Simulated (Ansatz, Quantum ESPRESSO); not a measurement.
HgTe: 3 runs at one level of theory

```
Hg Te
1.0
     0.00000    3.21450    3.21450
     3.21450    0.00000    3.21450
     3.21450    3.21450    0.00000
Hg Te
1 1
Cartesian
  0.0000 0.0000 0.0000
  4.8217 4.8217 4.8217
```

Alike in all runs: task band structure; functional revPBE; k mesh 7 × 7 × 7; occupations fermi-dirac, width 0.05 eV; no spin polarisation; no spin-orbit coupling. Pressure is positive in compression and, in plane waves, holds the error of the finite cutoff, which Ansatz's Pulay term estimates and takes out.

```
                            program and potentials  plane-wave cutoff (eV)                                                                                   notes  pressure (GPa)
                                Ansatz, Ansatz PAW                     420  potentials made for PBE, which Ansatz adapts in part; Pulay term of +0.03 GPa included            5.82
    Ansatz, all-electron LAPW, scalar-relativistic                       -                                                                                       -            5.82
Quantum ESPRESSO, PseudoDojo 0.4.1 SR PBE standard                    1088                                                                 potentials made for PBE            5.86
```

The pressure spans 5.82 (Ansatz, Ansatz PAW) to 5.86 GPa (Quantum ESPRESSO, PseudoDojo 0.4.1 SR PBE standard), with all-electron results at 5.82. Some sets were made for another functional than the one run, which can shift their rows.

Differences between rows come from potentials, basis sets and numerical settings, since the functional is the same but for its coding. Runs on potential files found faulty are left out.
